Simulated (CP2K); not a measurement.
Crystal: LiF (Griceite).

```
CELL_PARAMETERS angstrom
2.84823 0.00000 0.00000
1.42411 2.46664 0.00000
1.42411 0.82221 2.32557
ATOMIC_POSITIONS crystal
F 0.50000 0.50000 0.50000
Li 0.00000 0.00000 0.00000
```

| Property | Result |
| --- | --- |
| Program | CP2K 2026.2 |
| Task | single point |
| Functional | PBE |
| Potentials or basis | POTENTIAL_UZH F GTH-PBE-q7, Li GTH-PBE-q3; TZVP-MOLOPT-PBE-GTH basis |
| Density cutoff | 10204 eV |
| k mesh | 11 × 11 × 11 |
| Occupations | fermi-dirac, width 0.05 eV |
| Spin | no spin polarisation |

On this cell: pressure 2.6 GPa; largest force zero by symmetry; band gap on the k mesh 9.06 eV, direct.

The same run follows on a disturbed copy (atoms moved at random, drawn with an rms of 0.05 Å):

```
CELL_PARAMETERS angstrom
2.84823 0.00000 0.00000
1.42411 2.46664 0.00000
1.42411 0.82221 2.32557
ATOMIC_POSITIONS crystal
F 0.51469 0.47986 0.52021
Li 0.01018 0.99935 0.01060
```

Task: What does the disturbed cell give?

Result: The energy moves by +1.3 meV/atom; pressure 2.7 GPa; largest force 0.087 eV/Å; band gap on the k mesh 9.05 eV, direct.

Forces in eV/Å, atoms in the order of the input:
```
F    0.042  0.067 -0.034
Li  -0.002 -0.072  0.040
```

The forces don't sum to zero, so they hold noise of the program's grid.

Caveats: an odd mesh through Γ misses points on the zone boundary, where band edges often lie; the basis of atomic orbitals isn't converged, which shifts pressures, moduli and gaps.
